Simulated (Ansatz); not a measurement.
Consider GeO2 in the rutile structure (space group P4_2/mnm, No. 136; a = 4.488 Å, c = 2.905 Å).

Level of theory: Ansatz (an electronic-structure program), PBE, PAW, cutoff 420 eV, scalar-relativistic without spin-orbit coupling.

Base values:

| Property | Value |
|---|---|
| Gap between the host's bands | 1.23 eV |

Modification: 0.409 holes added to each cell, a density of 7.0×10^21 cm⁻³, with a uniform compensating background at fixed cell and a 300 K Fermi–Dirac width.

Question: What happens to the Fermi level from band edge?

Answer: The Fermi level relative to the doped band's edge (positive inside the band; to 0.05 eV) is +0.60 eV.

Question: What does the calculation give for the gap between the host's bands after the change?

Answer: The gap between the host's bands grows by 0.185 eV (1.23 eV → 1.41 eV).

Carriers are added with a uniform compensating background; total energy and stress of such cells depend on the potential's zero and are not compared; many-body gap narrowing is missing at this level. Stability against distortions was not tested.
